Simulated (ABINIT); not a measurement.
ScAl3:

```
Sc Al
1.0
     4.08781    0.00000    0.00000
     0.00000    4.08781    0.00000
     0.00000    0.00000    4.08781
Sc Al
1 3
Direct
  0.00000 0.00000 0.00000
  0.50000 0.50000 0.00000
  0.00000 0.50000 0.50000
  0.50000 0.00000 0.50000
```

The cell is a database's computed one.

Base run:

- Program: ABINIT 10.8.3 (patched build)
- Functional: SOGGA
- Potentials or basis: JTH PAW PBE v2.0
- Cutoff: 408 eV
- k mesh: 7 × 7 × 7
- Occupations: fermi-dirac, width 0.05 eV
- Spin: no spin polarisation

Its results: band gap on the k mesh none (metal or under the smearing width); pressure -1.5 GPa.

Question: After a change of settings the same cell gave: band gap on the k mesh none (metal or under the smearing width); pressure 1.0 GPa. Which change was it?
A. functional from SOGGA to PBE
B. functional from SOGGA to BLYP
C. functional from SOGGA to revPBE
D. functional from SOGGA to PBEsol; k mesh from 7 × 7 × 7 to 4 × 4 × 4

Answer: A.

PBE binds less tightly than SOGGA, so the same cell stands under more pressure.

Caveats: the PAW data sets were made with another functional, which shifts forces and pressure a little (some runs).
